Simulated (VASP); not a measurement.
# N2 in VASP: relaxation of the atoms with PBE

Aim: the relaxation of the atoms of N2 with PBE.

Program: VASP 6.6.1. These are calculated values, not measurements. Logs are shortened: lines on timing, memory, paths and dates and some standing lists are left out, and cuts for length are marked.

## 1. Starting point

The cell holds a molecule_in_box, 2 atoms: a = 14.000 Å, b = 14.500 Å, c = 15.000 Å, α = 90.00°, β = 90.00°, γ = 90.00°.

## 2. Relaxation of the atoms, PBE

INCAR

```
SYSTEM = N
ALGO = Normal ; EDIFF = 1E-6
EDIFFG = -0.01 ; ENCUT = 450
GGA = PE ; IBRION = 2
ISIF = 2 ; ISMEAR = 0
ISYM = 0 ; LASPH = .TRUE.
LCHARG = .FALSE. ; LREAL = .FALSE.
LWAVE = .FALSE. ; NELM = 200
NSW = 80 ; PREC = Accurate
SIGMA = 0.005
```

KPOINTS

```
k-points
0
G
  1 1 1
  0 0 0
```

POSCAR

```
N
1.0
   14.0000000000      0.0000000000      0.0000000000
    0.0000000000     14.5000000000      0.0000000000
    0.0000000000      0.0000000000     15.0000000000
N
2
Direct
    0.5019266500      0.4989812700      0.4645155800
    0.4980733500      0.5010187300      0.5354844200
```

Potentials or basis: VASP PAW PBE potentials, release 64 (N).

On the command line:

```bash
$ cat potpaw_PBE.64/N/POTCAR > POTCAR
$ mpirun -np 2 vasp_gam > vasp.out
```

OUTCAR:

```text
SYSTEM = N
   EDIFF = 1E-6
   EDIFFG = -0.01
   ENCUT = 450
   GGA = PE
   IBRION = 2
   ISIF = 2
   ISMEAR = 0
   ISYM = 0
   LASPH = .TRUE.
   LREAL = .FALSE.
   NELM = 200
   NSW = 80
   PREC = Accurate

 ion  position               nearest neighbor table
   1  0.502  0.499  0.465-   2 1.07
   2  0.498  0.501  0.535-   1 1.07

IMPORTANT INFORMATION: All symmetrisations will be switched off!
NOSYMM: (Re-)initialisation of all symmetry stuff for point group C_1.

----------------------------------------------------------------------------------------

                                     Primitive cell

  volume of cell :    3045.0000

  direct lattice vectors                    reciprocal lattice vectors
    14.000000000  0.000000000  0.000000000     0.071428571  0.000000000  0.000000000
     0.000000000 14.500000000  0.000000000     0.000000000  0.068965517  0.000000000
     0.000000000  0.000000000 15.000000000     0.000000000  0.000000000  0.066666667

  length of vectors
    14.000000000 14.500000000 15.000000000     0.071428571  0.068965517  0.066666667

  position of ions in fractional coordinates (direct lattice)
     0.501926650  0.498981270  0.464515580
     0.498073350  0.501018730  0.535484420

  ion indices of the primitive-cell ions
   primitive index   ion index
                 1           1
                 2           2

----------------------------------------------------------------------------------------

 KPOINTS: k-points

Automatic generation of k-mesh.
 Grid dimensions read from file:
 generate k-points for:    1    1    1

 Generating k-lattice:

  Cartesian coordinates                     Fractional coordinates (reciprocal lattice)
     0.071428571  0.000000000  0.000000000     1.000000000  0.000000000  0.000000000
     0.000000000  0.068965517  0.000000000     0.000000000  1.000000000  0.000000000
     0.000000000  0.000000000  0.066666667     0.000000000  0.000000000  1.000000000

  Length of vectors
     0.071428571  0.068965517  0.066666667

  Shift w.r.t. Gamma in fractional coordinates (k-lattice)
     0.000000000  0.000000000  0.000000000

 Subroutine IBZKPT returns following result:
 ===========================================

 Found      1 irreducible k-points:

 Following reciprocal coordinates:
            Coordinates               Weight
  0.000000  0.000000  0.000000      1.000000
   k-points           NKPTS =      1   k-points in BZ     NKDIM =      1   number of bands    NBANDS=     10
   number of dos      NEDOS =    301   number of ions     NIONS =      2
   total plane-waves  NPLWV = ******
   dimension x,y,z NGX =    98 NGY =  100 NGZ =  108
   dimension x,y,z NGXF=   196 NGYF=  200 NGZF=  216
   ions per type =               2
   NGX,Y,Z   is equivalent  to a cutoff of  11.64, 11.47, 11.97 a.u.
   NGXF,Y,Z  is equivalent  to a cutoff of  23.27, 22.93, 23.94 a.u.
 SYSTEM =  N
   PREC   = accura    normal or accurate (medium, high low for compatibility)
   ISTART =      0    job   : 0-new  1-cont  2-samecut
   ICHARG =      2    charge: 1-file 2-atom 10-const
   ISPIN  =      1    spin polarized calculation?
   LNONCOLLINEAR =      F non collinear calculations
   LSORBIT =      F    spin-orbit coupling
   LASPH  =      T    aspherical Exc in radial PAW
   ENCUT  =  450.0 eV  33.07 Ry    5.75 a.u.  24.22 25.08 25.95*2*pi/ulx,y,z
   NELM   =    200;   NELMIN=  2; NELMDL= -5     # of ELM steps
   EDIFF  = 0.1E-05   stopping-criterion for ELM
   LREAL  =      F    real-space projection
   EDIFFG = -.1E-01   stopping-criterion for IOM
   NSW    =     80    number of steps for IOM
   IBRION =      2    ionic relax: 0-MD 1-quasi-New 2-CG
   NFREE  =      1    steps in history (QN), initial steepest desc. (CG)
   ISIF   =      2    stress and relaxation
   ISYM   =      0    0-nonsym 1-usesym 2-fastsym
   POTIM  = 0.5000    time-step for ionic-motion
   TEBEG  =    0.0;   TEEND  =   0.0 temperature during run
   PSTRESS=    0.0 pullay stress
   NELECT =      10.0000    total number of electrons
   NUPDOWN=      -1.0000    fix difference up-down
   EMIN   =  10.00;   EMAX   =-10.00  energy-range for DOS
   EFERMI =   0.00;   METHOD = LEGACY
   ISMEAR =     0;   SIGMA  =   0.01  broadening in eV -4-tet -1-fermi 0-gaus
   EFERMI_NEDOS =   21; number of points for ismear=-14 and -15
   IALGO  =     38    algorithm
   IMIX   =      4    mixing-type and parameters
     AMIX     =   0.40;   BMIX     =  1.00
     AMIX_MAG =   1.60;   BMIX_MAG =  1.00
  volume/ion in A,a.u.               =    1522.50     10274.34
  Fermi-wavevector in a.u.,A,eV,Ry     =   0.243339  0.459845  0.805656  0.059214
  Thomas-Fermi vector in A             =   1.051865
   LORBIT       =      0    0 simple, 1 ext, 2 COOP (PROOUT), +10 PAW based schemes
   GGA     = PE    functional components
   LHFCALC =     F    Hartree Fock is set to
   AEXX    =    0.0000 exact exchange contribution
   IVDW    =     0    specifies the selected vdW correction
   LEPSILON=     F    determine dielectric tensor
   LRPA    =     F    only Hartree local field effects (RPA)
 conjugate gradient relaxation of ions
 non-spin polarized calculation
 Gauss-broadening in eV      SIGMA  =   0.01
  energy-cutoff  :      450.00
  volume of cell :     3045.00
 maximum number of plane-waves:     33027
 NGX is ok and might be reduce to    98
   NGX = 49   NGY = 51   NGZ = 51

--------------------------------------- Ionic step        1  -------------------------------------------

 number of electron      10.0000000 magnetization

 number of electron       9.9999997 magnetization

 Free energy of the ion-electron system (eV)
  ---------------------------------------------------
  ext. energy  EPLUGINS =         0.00000000
  ---------------------------------------------------
  free energy    TOTEN  =       -16.44267752 eV

  energy without entropy =      -16.44267752  energy(sigma->0) =      -16.44267752

------------------------ aborting loop because EDIFF is reached ----------------------------------------

  FORCE on cell =-STRESS in cart. coord.  units (eV):
  Direction    XX          YY          ZZ          XY          YZ          ZX
  --------------------------------------------------------------------------------------
  -------------------------------------------------------------------------------------
  Total       -0.3614502     -0.3859923      8.8862397     -0.0130491      0.2571753     -0.4701740
  in kB       -0.1901830     -0.2030962      4.6756426     -0.0068660      0.1353171     -0.2473898
  external PRESSURE =       1.4274545 kB  Pullay stress =       0.0000000 kB
[... 57 lines left out ...]
  energy  without entropy=       -6.7739475359  energy(sigma->0) =       -6.77394754

--------------------------------------- Ionic step        3  -------------------------------------------

 number of electron       9.9999999 magnetization

 E-fermi :  -9.3429     XC(G=0):  -0.2401

 val. band max:       -9.3908429496   @ k =   0.0000   0.0000   0.0000
 cond. band min:      -5.0251783943   @ k =   0.0000   0.0000   0.0000
 fundamental gap:      4.3656645553
 Fermi energy:        -9.3428693310

 k-point     1 :       0.0000    0.0000    0.0000
  band No.  band energies     occupation
      1     -23.3629      2.00000
      2     -15.8021      2.00000
      3      -9.8506      2.00000
      4      -9.3909      2.00000
      5      -9.3908      2.00000
      6      -5.0252      0.00000
      7      -5.0252      0.00000
      8      -0.1929      0.00000
      9       0.3260      0.00000
     10       0.4066      0.00000
[... 27 lines left out ...]
  FREE ENERGIE OF THE ION-ELECTRON SYSTEM (eV)
  ---------------------------------------------------
  free  energy   TOTEN  =       -12.3874945782 eV

  energy  without entropy=      -12.3874945782  energy(sigma->0) =      -12.38749458

[... ionic steps 4 to 7 ...]

--------------------------------------- Ionic step        8  -------------------------------------------

 number of electron      10.0000005 magnetization

------------------------ aborting loop because EDIFF is reached ----------------------------------------

  FORCE on cell =-STRESS in cart. coord.  units (eV):
  Direction    XX          YY          ZZ          XY          YZ          ZX
  --------------------------------------------------------------------------------------
  -------------------------------------------------------------------------------------
  Total       -0.3210566     -0.3279243     -0.5039193      0.0002303     -0.0049953      0.0089600
  in kB       -0.1689293     -0.1725428     -0.2651455      0.0001212     -0.0026284      0.0047145
  external PRESSURE =      -0.2022059 kB  Pullay stress =       0.0000000 kB
[... 57 lines left out ...]
  energy  without entropy=      -16.6365172173  energy(sigma->0) =      -16.63651722

--------------------------------------- Ionic step       10  -------------------------------------------

 number of electron      10.0000005 magnetization

 Free energy of the ion-electron system (eV)
  ---------------------------------------------------
  ext. energy  EPLUGINS =         0.00000000
  ---------------------------------------------------
  free energy    TOTEN  =       -16.64384181 eV

  energy without entropy =      -16.64384181  energy(sigma->0) =      -16.64384181

 E-fermi : -10.0915     XC(G=0):  -0.2135

 val. band max:      -10.1633740040   @ k =   0.0000   0.0000   0.0000
 cond. band min:      -2.1163006574   @ k =   0.0000   0.0000   0.0000
 fundamental gap:      8.0470733466
 Fermi energy:       -10.0914909868

 k-point     1 :       0.0000    0.0000    0.0000
  band No.  band energies     occupation
      1     -28.1402      2.00000
      2     -13.5306      2.00000
      3     -11.4970      2.00000
      4     -11.4969      2.00000
      5     -10.1634      2.00000
      6      -2.1163      0.00000
      7      -2.1162      0.00000
      8      -0.1323      0.00000
      9       0.4513      0.00000
     10       0.5427      0.00000
[... 27 lines left out ...]
  FREE ENERGIE OF THE ION-ELECTRON SYSTEM (eV)
  ---------------------------------------------------
  free  energy   TOTEN  =       -16.6438418143 eV

  energy  without entropy=      -16.6438418143  energy(sigma->0) =      -16.64384181

 reached required accuracy - stopping structural energy minimisation
```

It took 4.8 min on 2 MPI ranks of AMD EPYC 9R45 (Zen 5), shared host; peak memory 1 GiB.

What came out:

```
Free energy                     : -16.6438 eV
Energy gained by relaxing       : 100.6 meV/atom
Ionic steps                     : 10
Gap between the frontier levels : 8.05 eV
```

The path:
```csv
step,energy change (eV),largest force (eV/Å),pressure (GPa)
1,0.0000,8.8522,0.14
2,9.6687,9.6917,-0.34
3,4.0552,15.1140,-0.40
4,0.4115,10.4678,-0.24
5,-0.1704,2.8990,-0.07
6,-0.2002,0.5481,-0.03
7,-0.2012,0.0117,-0.02
8,-0.2011,0.1352,-0.02
9,-0.1938,1.5296,0.01
10,-0.2012,0.0007,-0.02
```

Final structure:
```
CELL_PARAMETERS angstrom
14.00000 0.00000 0.00000
0.00000 14.50000 0.00000
0.00000 0.00000 15.00000
ATOMIC_POSITIONS crystal
N 0.50201 0.49894 0.46291
N 0.49799 0.50106 0.53709
```

Caveat: the cutoff is under 1.25 times the usual one of these potentials, so pressure, stress and relaxed cells hold a basis-set (Pulay) error; the standard files for N, O and F lose accuracy on very short bonds. PBE gaps usually lie below the measured ones, often by a third to a half.
